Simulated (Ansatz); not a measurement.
A 2-atom cell of CdO started from a crystallographic database, relaxed with r2SCAN: 4 runs in the plane-wave code Ansatz, each a construction of maximally localised Wannier functions. Space group Fm-3m (No. 225), cubic; conventional cell a = 4.706 Å, 13.03 Å³ an atom. Cd has 6 O at 2.35 Å; O has 6 Cd at 2.35 Å. The values are computed, spin-unpolarised, and not measurements.

```xyz
2
Lattice="0.0000 2.3530 2.3530 2.3530 0.0000 2.3530 2.3530 2.3530 0.0000" Properties=species:S:1:pos:R:3 pbc="T T T"
Cd    0.0000    0.0000    0.0000
O     2.3530    2.3530    2.3530
```

Windows count from the top of the filled bands; a dash means that no such window was set (without an outer window there is no disentanglement).

```csv
functional,SCF mesh,trial orbitals,functions,mesh,window (eV),frozen (eV),Ω total (Å²),Ω invariant (Å²),largest spread (Å²),least projectability,"interpolation miss of the model's filled bands (eV, to the nearest computed level)"
r2SCAN,8×8×8,"Cd d, O p",8,6×6×6,–,–,6.31,6.13,1.15,0.74,0.137
HSE06,6×6×6,"O s, O p",4,6×6×6,–,–,5.96,5.56,1.49,0.69,–
HSE06,6×6×6,O p,3,6×6×6,–,–,5.67,5.61,1.89,0.71,–
```

**Question.** Estimate from these rows what the further settings give.
```tsv
functional	SCF mesh	trial orbitals	functions	mesh	window (eV)	frozen (eV)
r2SCAN	8×8×8	O s, O p	4	6×6×6	–	–
```

**Answer.**
```
functional  SCF mesh  trial orbitals  functions   mesh  window (eV)  frozen (eV)  Ω total (Å²)  Ω invariant (Å²)  largest spread (Å²)  least projectability  interpolation miss of the model's filled bands (eV, to the nearest computed level)
    r2SCAN     8×8×8        O s, O p          4  6×6×6            –            –          6.31              5.89                 1.58                  0.66                                                                               0.132
```

Spin-orbit coupling is left out.
